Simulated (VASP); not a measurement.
A run of VASP 6.6.1:

run.py

```python
from ase.calculators.vasp import Vasp
from ase.dft.bandgap import bandgap
from ase.io import read

atoms = read('GaS.cif', primitive_cell=True, subtrans_included=False)
calc = Vasp(
    directory='calc',
    xc='pbesol',
    pp='PBE',
    setups='recommended',
    pp_version='54',
    prec='Accurate',
    encut=520,
    ediff=1e-06,
    ismear=0,
    sigma=0.1,
    lreal=False,
    lasph=True,
    nelm=100,
    algo='Normal',
    isif=2,
    lwave=False,
    lcharg=False,
    kpts=[9, 9, 2],
    gamma=True,
    nbands=48,
)
atoms.calc = calc

print('energy (eV):', atoms.get_potential_energy())
print('free energy (eV):', atoms.get_potential_energy(force_consistent=True))
print('forces (eV/A):')
print(atoms.get_forces())
print('stress (eV/A^3, Voigt):', atoms.get_stress())
print('Fermi level (eV):', calc.get_fermi_level())
gap, top, bottom = bandgap(calc)
print('band gap (eV):', gap, 'from (spin, k, band)', top, 'to', bottom)
```

File GaS.cif:

```cif
data_GaS
_cell_length_a 3.58500000
_cell_length_b 3.58500000
_cell_length_c 15.50000000
_cell_angle_alpha 90.00000000
_cell_angle_beta 90.00000000
_cell_angle_gamma 120.00000000
_space_group_name_H-M_alt 'P6_3/mmc'
_space_group_name_Hall '-P 6c 2c'
_space_group_IT_number 194
loop_
_space_group_symop_operation_xyz
'x,y,z'
'-x,-y,-z'
'x-y,x,z+1/2'
'-x+y,-x,-z+1/2'
'-y,x-y,z'
'y,-x+y,-z'
'-x,-y,z+1/2'
'x,y,-z+1/2'
'-x+y,-x,z'
'x-y,x,-z'
'y,-x+y,z+1/2'
'-y,x-y,-z+1/2'
'-y,-x,-z+1/2'
'y,x,z+1/2'
'-x,-x+y,-z'
'x,x-y,z'
'-x+y,y,-z+1/2'
'x-y,-y,z+1/2'
'y,x,-z'
'-y,-x,z'
'x,x-y,-z+1/2'
'-x,-x+y,z+1/2'
'x-y,-y,-z'
'-x+y,y,z'
loop_
_atom_site_label
_atom_site_type_symbol
_atom_site_symmetry_multiplicity
_atom_site_Wyckoff_symbol
_atom_site_fract_x
_atom_site_fract_y
_atom_site_fract_z
_atom_site_occupancy
Ga1 Ga 4 f 0.6666666667 0.3333333333 0.8300000000 1
S1 S 4 f 0.6666666667 0.3333333333 0.4000000000 1
```

Potentials or basis: VASP PAW PBE potentials, release 54 (Ga_d, S).

Command:

```sh
$ python run.py
```

Hardware: 1 thread of AMD EPYC 7R43 64-Core Processor (Zen 3), on a shared host.

Problem. How long does it take, and how much memory?

Solution. It took 4.2 min on 1 thread of AMD EPYC 7R43 64-Core Processor (Zen 3) (shared host), peak memory 0.32 GiB. Counts: scf iterations 15, k points 24.
